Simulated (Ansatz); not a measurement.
Ge: hydrostatic pressure series

All numbers below come from DFT r2SCAN, scalar-relativistic, plane waves, PAW (Ansatz 0.2.0). Settings: 500 eV cutoff, 12×12×6 k-mesh, Gaussian smearing of 0.01 eV, no spin polarisation.

Starting point, cell and atoms relaxed:

```
CELL_PARAMETERS angstrom
3.99565 0.00000 0.00000
-1.99782 3.46033 0.00000
0.00000 0.00000 6.60271
ATOMIC_POSITIONS crystal
Ge 0.66667 0.33333 0.06298
Ge 0.33333 0.66667 0.56298
Ge 0.66667 0.33333 0.43702
Ge 0.33333 0.66667 0.93702
```

Cell and atoms are relaxed at each pressure within the symmetry of the start, at zero temperature, so transitions that lower the symmetry aren't seen. The k-mesh given is that at zero pressure and may differ at others. a, b and c are the lengths of the cell vectors above. Gaps are generalised Kohn–Sham gaps over the whole zone.

| P (GPa) | V (Å³/atom) | V/V0 | a (Å) | b (Å) | c (Å) |
| --- | --- | --- | --- | --- | --- |
| -2 | 23.52 | 1.031 | 4.036 | 4.036 | 6.671 |
| 0 | 22.82 | 1.000 | 3.996 | 3.996 | 6.603 |
| 2 | 22.24 | 0.974 | 3.960 | 3.960 | 6.549 |
| 5 | 21.47 | 0.941 | 3.914 | 3.914 | 6.475 |
| 10 | 20.47 | 0.897 | 3.851 | 3.851 | 6.374 |
| 20 | 19.00 | 0.833 | 3.754 | 3.754 | 6.227 |
| 40 | 17.10 | 0.749 | 3.618 | 3.618 | 6.031 |

(1) What bulk modulus and pressure derivative fit these points?

(2) Which cell vector or vectors give way most up to 40 GPa?

(3) What does pressure do to the gap?

## Answers

(1) A third-order Birch–Murnaghan fit gives B0 = 72 GPa and B0' = 4.5.

(2) a and b: the changes are a -9.4 %, b -9.4 %, c -8.7 %.

(3) The gaps are metal at -2 GPa, 0.10 eV at 0 GPa, 0.17 eV at 2 GPa, 0.28 eV at 5 GPa, 0.41 eV at 10 GPa, 0.35 eV at 20 GPa, 0.11 eV at 40 GPa.

This form isn't the element's structure at ambient conditions.